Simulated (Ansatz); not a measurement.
The cell is COD entry 1510322, as deposited and not checked against the literature; nothing was relaxed. The listed cell was then made from it by scaling, straining or moving an atom.

ZnAu: DFT, PBE, PAW with Ansatz's default frozen-core files, scalar-relativistic (Ansatz 0.2.0). What sets it apart from a plain run of this crystal: volume scaled by 0.975.

```yaml
crystal:
  lattice:
    - [3.1205533715, 0.0, 0.0]
    - [0.0, 3.1205533715, 0.0]
    - [0.0, 0.0, 3.1205533715]
  atoms:
    - { symbol: Zn, position: [0.5, 0.5, 0.5] }
    - { symbol: Au, position: [0.0, 0.0, 0.0] }
kpoints:
  mp_grid: { grid: [12, 12, 12] }
scf:
  occupations: { method: fermi_dirac, width: 0.05 }
hamiltonian:
  xc: pbe
  pseudopotentials: { kind: paw }
output:
  forces: true
  stress: true
  eigenvalues: true
  efg: { contact_densities: true }
```

Output (standing set-up lines are left out):

```
Crystal: 2 atoms, lattice volume = 30.387 Å³
SCF iter   1: F=—  HF=-16468.736704 eV  |F-HF|=—  |Δ(HF+E_count)|=         —  Δρ=1.98e-3  dr2=1.17e-3  ethr=1.77e-3  ⟨swp⟩=5.4  Hψ=7112  notcnv=0
preconditioner: auto → none  [insulator: Δε(μ)=0.170 eV  Ē_g=12.954 eV  σ=0.050 eV  W_gap=0.56  n_scr=6 (ndim 8)  ℏωp=32.3 eV  f_vac=0.000  D(μ)=0.40/eV (n_scr^D=0)  ε∞_Penn≈7.2]
SCF iter   2: F=—  HF=-16468.737634 eV  |F-HF|=—  |Δ(HF+E_count)|=   9.30e-4  Δρ=1.13e-3  dr2=3.36e-4  ethr=3.77e-6  ⟨swp⟩=2.3  Hψ=3501  notcnv=0
SCF iter   3: F=—  HF=-16468.737574 eV  |F-HF|=—  |Δ(HF+E_count)|=   5.99e-5  Δρ=5.44e-4  dr2=2.45e-5  ethr=1.08e-6  ⟨swp⟩=2.2  Hψ=2372  notcnv=0  defer=1
SCF iter   4: F=—  HF=-16468.737601 eV  |F-HF|=—  |Δ(HF+E_count)|=   2.70e-5  Δρ=2.24e-4  dr2=7.74e-6  ethr=7.91e-8  ⟨swp⟩=2.0  Hψ=2587  notcnv=0  defer=1
iter 5 did not close the SCF: its close was put off for the readings that it lacked (scf_convergence_deferred on its scf_iter line)
SCF iter   5: F=-16468.737601 eV  HF=-16468.737601 eV  |F-HF|=3.49e-8  |Δ(HF+E_count)|=   3.89e-7  Δρ=1.75e-5  dr2=6.43e-8  ethr=2.50e-8  ⟨swp⟩=2.0  Hψ=2497  notcnv=0  defer=1
SCF iter   6: F=-16468.737601 eV  HF=-16468.737601 eV  |F-HF|=1.19e-9  |Δ(HF+E_count)|=   1.23e-8  Δρ=1.02e-5  dr2=1.05e-8  ethr=2.07e-10  ⟨swp⟩=3.5  Hψ=5886  notcnv=0
SCF 1 converged in 6 iterations: F = -16468.737601 eV  dr2 = 1.05e-8
  greatest PAW one-centre occupation: 1.000 electrons in one spin orbital (limit 2), on the Au atom at site 1 (counted from 0), in its partial waves of l = 0
SCF converged after 6 iterations
Free energy (F): -16468.737601 eV
Harris-Foulkes:  -16468.737601 eV  (|F-HF|=1.19e-9)
Internal energy: -16468.734272 eV  (E = F + TS)
E sigma→0 (E₀):  -16468.735937 eV
Entropy (-TS):   -0.003329 eV (-1.665 meV/atom)
Fermi energy:    17.704546 eV
--- Per-component energies (eV) ---
  E_band       = -151.322033
  E_kinetic    = 737.352027
  E_local      = -3195.892407  (includes V_loc(G=0)·N_el)
  E_nonlocal   = 685.732274
  E_hartree    = 1353.617471
  E_xc         = -366.740895
  E_vxc        = -329.337116  (∫ρ·V_xc dr)
  E_paw        = -11533.215673  (= ΣΔE_a)
  E_vpaw       = -756.413454  (= ΣTr[D̂ρ^β])
  E_aug_tail   = 0.000988  (compensation charges beyond the density's cutoff)
  E_ewald      = -4149.588058
  E_smearing   = -0.003329  (= −TS)
  E_closure    = -0.000000  (closes the sum)
  Σ components = -16468.737601   (vs F -16468.737601, Δ=0.00e0)
--- Forces (eV/Å), atoms counted from 1 ---
  atom   1  Zn     0.00000000     0.00000000     0.00000000
  atom   2  Au    -0.00000000    -0.00000000     0.00000000
  max |Σ_I F_I| component: 1.77e-29 eV/Å
--- Stress (GPa, compression-positive) ---
        8.730459      -0.000000       0.000000
       -0.000000       8.730459      -0.000000
       -0.000000       0.000000       8.730459
  P = ⅓ Tr σ = 8.7305 GPa (87.305 kbar)
--- PAW observables at the nuclei: V_zz in 10²¹ V/m², potentials from the cell's mean, atoms counted from 1 ---
  atom   1  Zn V_zz =    -0.000000   η = 0.0000   by run symmetry: forbidden
            electrostatic potential = -3954.206760 V   contact ρ = 166606.071463 e/Å³
  atom   2  Au V_zz =    -0.000000   η = 0.0000   by run symmetry: forbidden
            electrostatic potential = -16458.805604 V   contact ρ = 13078669.355543 e/Å³
--- Band table (eV; the first three rows and the last of 84) ---
  k-point 0: bands = ["-88.6173", "-40.0382", "-40.0382", "-40.0382", "6.7713", "9.3848", "9.3848", "10.1420", "10.1420", "10.1420", "12.1128", "12.1128", "13.8595", "13.8595", "13.8595", "22.6569", "22.6569", "22.6569", "26.8273", "29.8943"]
  k-point 1: bands = ["-88.6172", "-40.0412", "-40.0380", "-40.0380", "6.8976", "9.4144", "9.4245", "10.1407", "10.1407", "10.1532", "12.0901", "12.1468", "13.7600", "13.7600", "13.8481", "21.7141", "22.8978", "22.8978", "27.3937", "29.7512"]
  k-point 2: bands = ["-88.6170", "-40.0496", "-40.0373", "-40.0373", "7.2685", "9.4986", "9.5318", "10.1380", "10.1380", "10.1842", "12.0247", "12.2392", "13.5033", "13.5033", "13.8164", "19.9491", "23.5787", "23.5787", "27.9629", "29.3783"]
  k-point 83: bands = ["-88.6139", "-40.0757", "-40.0757", "-40.0757", "9.8610", "9.8610", "9.8610", "10.5073", "10.5073", "11.0233", "11.0233", "11.0233", "14.5090", "14.5090", "19.1103", "21.3868", "21.4210", "21.4210", "21.4210", "23.6629"]
```
